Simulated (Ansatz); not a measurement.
# SiC: Quadrupolar parameters

The cell is a Materials Project structure (computed, not necessarily an observed phase).

```cif
data_SiC
_symmetry_space_group_name_H-M 'P6_3mc'
_symmetry_Int_Tables_number 186
_cell_length_a 3.0765
_cell_length_b 3.0765
_cell_length_c 40.2677
_cell_angle_alpha 90.000
_cell_angle_beta 90.000
_cell_angle_gamma 120.000
loop_
_atom_site_label
_atom_site_type_symbol
_atom_site_symmetry_multiplicity
_atom_site_Wyckoff_symbol
_atom_site_fract_x
_atom_site_fract_y
_atom_site_fract_z
Si1 Si 2 b 0.3333 0.6667 0.8125
Si2 Si 2 b 0.3333 0.6667 0.5625
Si3 Si 2 a 0.0000 0.0000 0.3750
Si4 Si 2 b 0.6667 0.3333 0.9374
Si6 Si 2 a 0.0000 0.0000 0.2500
Si8 Si 2 b 0.6667 0.3333 0.6875
Si9 Si 2 b 0.6667 0.3333 0.5000
Si14 Si 2 a 0.0000 0.0000 0.6249
C17 C 2 a 0.0000 0.0000 0.1718
C18 C 2 b 0.3333 0.6667 0.4843
C19 C 2 b 0.6667 0.3333 0.3595
C20 C 2 b 0.3333 0.6667 0.0470
C22 C 2 a 0.0000 0.0000 0.9219
C23 C 2 b 0.3333 0.6667 0.6094
C24 C 2 b 0.6667 0.3333 0.7345
C27 C 2 a 0.0000 0.0000 0.7968
```

One atom of each set is listed.

Computed with Ansatz: DFT, PBEsol, plane waves and PAW, scalar-relativistic, 420 eV cutoff, Γ-centred 10×10×1 k-points, Fermi–Dirac smearing 0.02 eV.

Conventions: |V_zz| ≥ |V_yy| ≥ |V_xx|, η = (V_xx − V_yy)/V_zz, C_Q = eQV_zz/h.

Question: Which values are expected at the nuclei?

Answer: 

```tsv
site	atoms	first shell	V_zz (10²¹ V/m²)	η	C_Q (MHz)
Si1	2	4 C at 1.89 Å	-0.053	0.00	–
Si2	2	4 C at 1.88–1.89 Å	0.26	0.00	–
Si3	2	4 C at 1.88–1.89 Å	0.25	0.00	–
Si4	2	4 C at 1.88–1.89 Å	0.22	0.00	–
Si6	2	4 C at 1.88–1.89 Å	0.30	0.00	–
Si8	2	4 C at 1.89 Å	-0.040	0.00	–
Si9	2	4 C at 1.88–1.89 Å	-0.048	0.00	–
Si14	2	4 C at 1.88–1.89 Å	0.22	0.00	–
C17	2	4 Si at 1.89 Å	0.051	0.00	–
C18	2	4 Si at 1.88–1.89 Å	0.049	0.00	–
C19	2	4 Si at 1.88–1.89 Å	0.20	0.00	–
C20	2	4 Si at 1.88–1.89 Å	0.20	0.00	–
C22	2	4 Si at 1.88–1.89 Å	0.016	0.00	–
C23	2	4 Si at 1.88–1.89 Å	0.020	0.00	–
C24	2	4 Si at 1.88–1.89 Å	0.21	0.00	–
C27	2	4 Si at 1.89 Å	0.058	0.00	–
```

An axis of threefold or higher order runs through Si1, Si2, Si3, Si4, Si6 and Si8 and others, so V_zz lies along it and η is zero.

Si, C have no stable isotope with a ground-state quadrupole moment in the table, so no C_Q is given.

The run took 67 s of wall time (67 s of CPU time) and 0.73 GiB at its peak, on 1 thread of Arm Neoverse V2 (aarch64; 8 cores open to the job, memory cap 2.5 GiB, no GPU), a shared host with a load of 0.5 a core.
